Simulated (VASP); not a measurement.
Runs of VASP 6.6.1 on NiO. It takes space group Fm-3m (No. 225, cubic). The conventional cell has a = 4.172 Å, b = 4.172 Å, c = 4.172 Å, α = 90.00°, β = 90.00°, γ = 90.00°. Ni (site symmetry m-3m) is surrounded by 6 O at 2.09 Å. O (site symmetry m-3m) is surrounded by 6 Ni at 2.09 Å. 

| task | level | cell | cutoff (eV) | smearing | gap on the mesh (eV) | pressure (GPa) | moment (μB) | relaxed volume (Å³/atom) |
| --- | --- | --- | --- | --- | --- | --- | --- | --- |
| band structure | SCAN | as given | 520 | fermi-dirac 0.05 eV | 0.92 | (c) | 2.00 | - |
| single point | PBE | as given | 520 | gaussian 0.03 eV | none | 5.9 | 1.76 | - |
| band structure | TPSS | as given | 520 | fermi-dirac 0.05 eV | - | 4.5 | 1.95 | - |
| relaxation of cell and atoms | vdW-DF | relaxed | 600 | fermi-dirac 0.05 eV | none | 0.0 | 1.88 | 9.82 |
| relaxation of cell and atoms | optPBE-vdW | relaxed | 600 | fermi-dirac 0.05 eV | none | 0.1 | (b) | 9.38 |
| relaxation of cell and atoms | rev-vdW-DF2 | relaxed | 600 | fermi-dirac 0.05 eV | none | 0.0 | 1.29 | (a) |
| relaxation of cell and atoms | vdW-DF-cx | relaxed | 600 | fermi-dirac 0.05 eV | none | 0.1 | 1.21 | 8.79 |
| relaxation of cell and atoms | vdW-DF2 | relaxed | 600 | fermi-dirac 0.05 eV | none | -0.1 | 1.87 | 10.07 |

Alike in all rows: potentials or basis VASP PAW PBE potentials, release 64 (Ni, O); spin collinear, ferromagnetic start; k mesh 11 × 11 × 11.

**Question.** Estimate the missing entries.

**Answer.** (a) 8.95; (b) 1.68; (c) 1.8.

Caveats: a cell with one magnetic atom can't hold antiferromagnetic order, which such compounds often take; the PAW data sets were made with another functional, which shifts forces and pressure a little (some runs); semilocal functionals often make such compounds metallic where correlation or magnetic order opens a gap, which also shifts bond lengths (some runs); the volume moved by +11 % from the deposited cell, more than functionals usually miss (some runs).

A k mesh can miss the band edges.

A gap of «none» marks a metal or a gap under the smearing width.
